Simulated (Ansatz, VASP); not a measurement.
**Two plane-wave programs on Rh**

```
Rh
1.0
     0.00000    1.91499    1.91499
     1.91499    0.00000    1.91499
     1.91499    1.91499    0.00000
Rh
1
Direct
  0.00000 0.00000 0.00000
```

Alike in both runs: functional PBE; k mesh 18 × 18 × 18; occupations gaussian, width 0.1 eV; no spin polarisation.

Ansatz relaxed the structure, and its values are those at the end. VASP's run is a single point on that final structure, the one shown.

```csv
,VASP,Ansatz
version,VASP 6.6.1,Ansatz 0.2.0
potentials or method,"VASP PAW PBE potentials, release 64 (Rh_pv)","scalar-relativistic, plane waves, PAW"
plane-wave cutoff (eV),520,420
valence electrons in the cell,15,17
```

```tsv
	VASP	Ansatz	Ansatz less VASP
gap on the k mesh at the Fermi level (eV)	none	none	-
pressure (GPa)	0.0	0.0	-0.03
```

A gap of «none» marks a metal or a gap that the smearing closes. With one functional, cell and mesh, what is left measures potentials, basis and numerics. The two sets of potentials don't hold the same shells in valence.
